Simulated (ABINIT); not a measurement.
PbO (Litharge):

```
Pb O
1.0
     3.99000    0.00000    0.00000
     0.00000    3.99000    0.00000
     0.00000    0.00000    5.01000
Pb O
2 2
Direct
  0.50000 0.00000 0.76000
  0.00000 0.50000 0.24000
  0.50000 0.50000 0.00000
  0.00000 0.00000 0.00000
```

```yaml
Program: ABINIT 10.8.3 (patched build)
Task: single point
Functional: PBE
Potentials_or_basis: JTH PAW PBE v2.0
Cutoff: 626 eV
k_mesh: 7 × 7 × 6
Occupations: fermi-dirac, width 0.05 eV
Spin: no spin polarisation
```

On this cell: pressure 2.9 GPa; largest force 0.017 eV/Å; band gap on the k mesh 1.42 eV, indirect (least direct gap 2.37 eV).

The same run follows on a disturbed copy (atoms moved at random, drawn with an rms of 0.05 Å):

```
CELL_PARAMETERS angstrom
3.99000 0.00000 0.00000
0.00000 3.99000 0.00000
0.00000 0.00000 5.01000
ATOMIC_POSITIONS crystal
Pb 0.50251 0.00029 0.76407
Pb 0.98947 0.50782 0.24743
O 0.49476 0.50656 0.99778
O 0.99373 0.01242 0.00824
```

Problem. What changes?

Solution. The energy moves by +3.6 meV/atom; pressure 2.6 GPa; largest force 0.287 eV/Å; band gap on the k mesh 1.37 eV, indirect (least direct gap 2.32 eV).

Forces on the atoms (eV/Å):
```
Pb  -0.167  0.150 -0.009
Pb   0.119  0.019 -0.218
O   -0.053 -0.008  0.282
O    0.101 -0.162 -0.055
```

Stress tensor (GPa, compression positive):
```
 2.26 -0.01  0.56
-0.01  3.77 -0.20
 0.56 -0.20  1.71
```

Caveats: spin-orbit coupling is left out, which as a rule narrows the gap of such compounds by several tenths of an eV; an odd mesh through Γ misses points on the zone boundary, where band edges often lie.
